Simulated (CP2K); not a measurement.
**PbS (Galena) under changes of volume**

One of the cells (26.086 Å³/atom); the others are scaled copies at fixed shape and fractional positions:

```xyz
2
Lattice="4.1942 0.0000 0.0000 2.0971 3.6323 0.0000 2.0971 1.2108 3.4246" Properties=species:S:1:pos:R:3 pbc="T T T"
Pb    0.0000    0.0000    0.0000
S     4.1942    2.4215    1.7123
```

```yaml
Program: CP2K 2026.2
Functional: PBE
Potentials_or_basis: POTENTIAL_UZH Pb GTH-PBE-q4, S GTH-PBE-q6; TZVP-MOLOPT-PBE-GTH basis
Density_cutoff: 6123 eV
k_mesh: 8 × 8 × 8
Occupations: fermi-dirac, width 0.05 eV
Spin: no spin polarisation
```

| volume (Å³/atom) | energy over the lowest point (meV/atom) | pressure (GPa) | gap on the mesh (eV) |
| --- | --- | --- | --- |
| 24.521 | ? | ? | ? |
| 25.042 | 39.58 | 5.8 | 0.07 |
| 25.564 | 23.19 | 4.3 | 0.15 |
| 26.086 | 11.44 | 2.9 | 0.23 |
| 26.607 | 3.91 | 1.7 | 0.31 |
| 27.129 | 0.22 | 0.6 | 0.37 |
| 27.651 | 0.00 | -0.4 | 0.44 |

Q: What does the run at 24.521 Å³/atom give?

A: Energy over the lowest point 61.00 meV/atom; pressure 7.4 GPa; gap on the mesh 0.02 eV.

Worked out: A Birch-Murnaghan fit of order 3 (a polynomial in V^(-2/3)) to the other rows has its minimum at 27.42 Å³/atom with B0 = V·E''(V) = 53 GPa and B' = 3.9. It gives 61.04 meV/atom at 24.521 Å³/atom, against the run's 61.00, and -dE/dV = 7.4 GPa, against 7.4.

Energies are extrapolated to zero smearing.

Caveats: spin-orbit coupling is left out, which as a rule narrows the gap of such compounds by several tenths of an eV; the basis of atomic orbitals isn't converged, which shifts pressures, moduli and gaps.

A mesh can miss the band edges.
